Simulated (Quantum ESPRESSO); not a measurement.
Input of a Quantum ESPRESSO 7.5 run:

run.py

```python
import numpy as np
from ase.calculators.espresso import Espresso, EspressoProfile
from ase.io import read

atoms = read('MoS2.xyz')

input_data = {
    'control': {'calculation': 'scf', 'prefix': 'pwscf', 'outdir': './tmp', 'tprnfor': True, 'tstress': True, 'disk_io': 'nowf'},
    'system': {'ecutwfc': 70.0, 'nbnd': 20, 'input_dft': 'vdw-df3-opt2', 'occupations': 'smearing', 'smearing': 'mp', 'degauss': 0.00734986},
    'electrons': {'conv_thr': 6e-10, 'electron_maxstep': 120, 'mixing_beta': 0.5},
}
pseudopotentials = {'S': 'S_ONCV_PBE-1.2.upf', 'Mo': 'Mo_ONCV_PBE-1.2.upf'}
profile = EspressoProfile(command='pw.x', pseudo_dir='pseudo')
dft = Espresso(profile=profile, input_data=input_data, pseudopotentials=pseudopotentials, kpts=(8, 8, 8), koffset=(1, 1, 1))
atoms.calc = dft

print(f'energy {atoms.get_potential_energy():.8f} eV')
print('forces (eV/A)')
print(np.round(atoms.get_forces(), 6))
print('stress (eV/A^3, Voigt)')
print(np.round(atoms.get_stress(), 8))
print(f'Fermi level {dft.get_fermi_level():.4f} eV')
```

File MoS2.xyz:

```xyz
3
Lattice="1.5919574500 0.9262289500 6.1346145100 -1.5972133700 0.9207333900 6.1367999200 -0.0073872500 -1.7987329900 6.1284874900" Properties=species:S:1:pos:R:3 pbc="T T T"
Mo    -1.5667597605      0.9200869845      6.1529080258
S     -0.0294029274      0.0340414303     13.7771861016
S     -0.0136938520      0.0148343252      4.6066077126
```

Potentials or basis: SG15 PBE 1.2.

The run is started by

```bash
$ OMP_NUM_THREADS=1 python run.py
```

Question: Estimate the band gap on the k mesh.

Answer: None (metal or under the smearing width).

Question: What does it give for the pressure?

Answer: 8.1 GPa.

Question: Predict the largest force.

Answer: 1.716 eV/Å.

Forces in eV/Å, atoms in the order of the input:
```
Mo  -0.398  0.038 -0.591
S    0.270 -0.144  1.688
S    0.128  0.105 -1.097
```

Caveat: the potentials were made for another functional, which shifts forces and pressure; the cell's inner coordinates are idealised or old, which leaves forces on the atoms.
